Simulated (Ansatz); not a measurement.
C under changes of volume

One of the cells (10.908 Å³/atom); the others are scaled copies at fixed shape and fractional positions:

```xyz
4
Lattice="1.2332 0.7120 8.2826 -1.2332 0.7120 8.2826 0.0000 -1.4240 8.2826" Properties=species:S:1:pos:R:3 pbc="T T T"
C     0.0000    0.0000    2.1661
C     0.0000    0.0000   18.7315
C     0.0000    0.0000    6.1163
C     0.0000    0.0000   22.6818
```

This isn't the form of C at room conditions, which is graphite.

```yaml
Program: Ansatz 0.2.0
Functional: PBEsol
Potentials_or_basis: Ansatz PAW
Cutoff: "420 eV (not typed: the program's choice for these potentials)"
k_mesh: 12 × 12 × 12
Occupations: fermi-dirac, width 0.05 eV
Spin: no spin polarisation
```

```csv
volume (Å³/atom),energy over the lowest point (meV/atom),pressure (GPa),gap on the mesh (eV),largest force (eV/Å)
10.254,?,?,?,?
10.472,7.15,7.6,0.20,0.005
10.690,0.28,2.6,0.19,0.005
10.908,0.00,-2.1,0.18,0.005
11.126,5.74,-6.3,0.18,0.005
11.345,16.96,-10.1,0.17,0.005
11.563,33.19,-13.6,0.17,0.004
```

**Question.** What does the run at 10.254 Å³/atom give?

**Answer.** Energy over the lowest point 21.24 meV/atom; pressure 13.2 GPa; gap on the mesh 0.21 eV; largest force 0.006 eV/Å.

Worked out: A Birch-Murnaghan fit of order 3 (a polynomial in V^(-2/3)) to the other rows has its minimum at 10.81 Å³/atom with B0 = V·E''(V) = 228 GPa and B' = 3.6 at fixed shape and positions, which overstates the stiffness. It gives 21.23 meV/atom at 10.254 Å³/atom, against the run's 21.24, and -dE/dV = 13.2 GPa, against 13.2. A straight line through the other rows of the gap, of slope -0.304 eV per unit of ln V (its deformation potential), extrapolates to 0.20 eV, against the run's 0.21.

Energies are extrapolated to zero smearing.

Caveats: the PAW data sets come from PBE, with cores solved anew for the run's functional, which leaves a small shift of forces and pressure.

A mesh can miss the band edges.
